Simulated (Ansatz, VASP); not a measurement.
# Ge: VASP beside Ansatz

INCAR

```
PREC = Accurate
ENCUT = 520
EDIFF = 1E-7
ISMEAR = -1
SIGMA = 0.1
LREAL = False
LASPH = True
NELM = 80
ALGO = Normal
ISIF = 2
LWAVE = False
LCHARG = True
GGA = PE
LELF = True
LVHAR = True
NBANDS = 13
```

KPOINTS

```
Automatic mesh
0
Gamma
  13 13 13
```

POSCAR

```
Ge
1.0
    2.6770829366      0.0000000000      0.0000000000
    0.0000000000      2.6770829366      0.0000000000
    0.0000000000      0.0000000000      2.6770829366
Ge
1
Direct
    0.0000000000      0.0000000000      0.0000000000
```

Input for Ansatz:

```yaml
crystal:
  lattice:
    - [2.6770829366, 0.0, 0.0]
    - [0.0, 2.6770829366, 0.0]
    - [0.0, 0.0, 2.6770829366]
  atoms:
    - { symbol: Ge, position: [0.0, 0.0, 0.0] }
hamiltonian:
  xc: pbe
  pseudopotentials:
    kind: paw
    azcp:
      Ge: "pseudopotentials/Ge.paw.azcp"
basis:
  ecutwfc: 420
  fft_grid_basis: typed
kpoints:
  mp_grid: { grid: [13, 13, 13], shift: [0, 0, 0] }
magnetization:
  spin_polarized: false
scf:
  occupations: { method: fermi_dirac, width: 0.1 }
  lower_state_search: "off"
output:
  stress: true
```

Alike in both runs: task single point; functional PBE; k mesh 13 × 13 × 13; occupations fermi-dirac, width 0.1 eV; no spin polarisation.

```csv
,VASP,Ansatz
version,VASP 6.6.1,Ansatz 0.2.0
potentials or method,"VASP PAW PBE potentials, release 64 (Ge_d)","plane waves (420 eV) with PAW, scalar-relativistic"
plane-wave cutoff (eV),520,420
valence electrons in the cell,14,14
```

|  | VASP | Ansatz | Ansatz less VASP |
| --- | --- | --- | --- |
| pressure (GPa) | 2.9 | 2.9 | -0.03 |
